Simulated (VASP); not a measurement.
# SrO in VASP: one cell, several levels of theory

What does VASP give for SrO built on the zincblende prototype, under +0.3 % strain along z alone, the cell held fixed? Runs: PBE, r2SCAN. The results are then set beside those of Ansatz 0.2.0 for the same cell. This is a trial cell built on a prototype, not taken from a measured structure, and it needn't be the compound's ground state.

The runs shown are made with VASP 6.6.1. PAW datasets, plane waves. The structure was generated, not taken from experiment, and needn't be the ground state; spin polarisation is off.

### Step 1. The structure to begin with

The cell comes from an earlier relaxation with r2SCAN in another program, then strained, with the atoms relaxed again.

The symmetry is I-4m2 (No. 119, tetragonal); a = 3.949 Å, c = 5.604 Å in the conventional setting, 21.85 Å³ an atom. Around Sr lie 4 O at 2.42 Å; around O lie 4 Sr at 2.42 Å.

Coordinates:

Space group I-4m2 (No. 119). a = 3.949 Å, b = 3.949 Å, c = 5.604 Å, α = 90.00°, β = 90.00°, γ = 90.00°
| atom | site | symmetry | x | y | z |
| --- | --- | --- | --- | --- | --- |
| Sr | 2a | -4m2 | 0.0000 | 0.0000 | 0.0000 |
| O | 2d | -4m2 | 0.5000 | 0.0000 | 0.2500 |

### Step 2. Single point with PBE

INCAR reads:

```
ENCUT = 520.000000
SIGMA = 0.020000
EDIFF = 1.00e-07
GGA = PE
PREC = Accurate
IBRION = -1
ISIF = 2
ISMEAR = -1
NBANDS = 15
NELM = 120
NSW = 0
LASPH = .TRUE.
LCHARG = .FALSE.
LWAVE = .FALSE.
LREAL = .FALSE.
```

KPOINTS reads:

```
KPOINTS created by Atomic Simulation Environment
0
Gamma
8 8 8
0 0 0
```

KPOINTS_OPT reads:

```
special points
6
Reciprocal
0.0000000000 0.0000000000 0.0000000000 1
-0.5000000000 -0.5000000000 0.0000000000 1
-0.3750000000 -0.3750000000 0.2500000000 1
-0.3750000000 0.0000000000 0.3750000000 1
0.0000000000 0.0000000000 0.5000000000 1
-0.5000000000 -0.2500000000 0.2500000000 1
```

POSCAR reads:

```
Sr O
 1.0000000000000000
     0.0000000000000000    2.7922805169000000    2.8020534987999999
     2.7922805169000000    0.0000000000000000    2.8020534987999999
     2.7922805169000000    2.7922805169000000    0.0000000000000000
 Sr  O
   1   1
Cartesian
  0.0000000000000000  0.0000000000000000  0.0000000000000000
  1.3961402584499998  1.3961402584499998  1.4010267493999999
```

Potentials: the recommended PBE PAW datasets, 16 valence electrons in the neutral cell.

On the command line:

```sh
$ mpirun -np 1 vasp_std
```

### Step 3. r2SCAN at this geometry

INCAR reads:

```
ENCUT = 520.000000
SIGMA = 0.010000
EDIFF = 1.00e-07
ALGO = Normal
METAGGA = R2SCAN
PREC = Accurate
IBRION = -1
ISIF = 2
ISMEAR = 0
NBANDS = 15
NELM = 120
NSW = 0
LASPH = .TRUE.
LCHARG = .FALSE.
LWAVE = .FALSE.
LREAL = .FALSE.
```

KPOINTS is that of step 2.

KPOINTS_OPT is that of step 2.

POSCAR is that of step 2.

What does the calculation give? Wanted: for each run, gap; pressure; Ansatz: gap; Ansatz: pressure.

The runs gave:

| level | gap (eV) | pressure (GPa) | Ansatz: gap (eV) | Ansatz: pressure (GPa) |
| --- | --- | --- | --- | --- |
| PBE | 2.51 | 1.20 | 2.51 | 0.74 |
| r2SCAN | 2.89 | 0.23 | 2.88 | -0.24 |

**Reading.** The gap spans 2.51 eV (PBE) to 2.89 eV (r2SCAN). At this one volume the pressure spans 0.2 GPa (r2SCAN) to 1.2 GPa (PBE): PBE wants the largest cell and r2SCAN the smallest. The two programs agree on the gap within 0.02 eV, far less than the spread between functionals. Each program uses its own PAW datasets and cutoff.
